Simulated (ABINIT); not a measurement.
# B in ABINIT: the effect of potentials

The system is B.

```
B
1.0
     2.34611    0.00000    0.00000
     0.00000    2.34611    0.00000
     0.00000    0.00000    1.58579
B
1
Direct
  0.50000 0.50000 0.50000
```

The cell was built by a generator and needn't be a form met in nature.

Alike in all runs:

- Program: ABINIT 10.8.3 (patched build)
- Task: single point
- Functional: PBE
- k mesh: 11 × 11 × 16
- Occupations: fermi-dirac, width 0.05 eV
- Spin: no spin polarisation

```tsv
potentials	cutoff	pressure (GPa)
PseudoDojo NC SR PBE v0.4.1 standard	1034 eV	-0.5
PseudoDojo NC SR PBE v0.4 stringent	1034 eV	-0.5
PseudoDojo NC SR PBE v0.5 standard	1034 eV	-0.5
PseudoDojo NC SR PBE v0.5 stringent	1034 eV	-0.5
SG15 NC PBE v1.2	599 eV	?
Ansatz NC PBE	1116 eV	-0.3
SPMS NC PBE v1.0	816 eV	-1.0
JTH PAW PBE v2.0	408 eV	-0.2
```

What does the run with potentials SG15 NC PBE v1.2 give?

Pressure -2.2 GPa.

Caveats: the atomic spheres overlap (some runs).
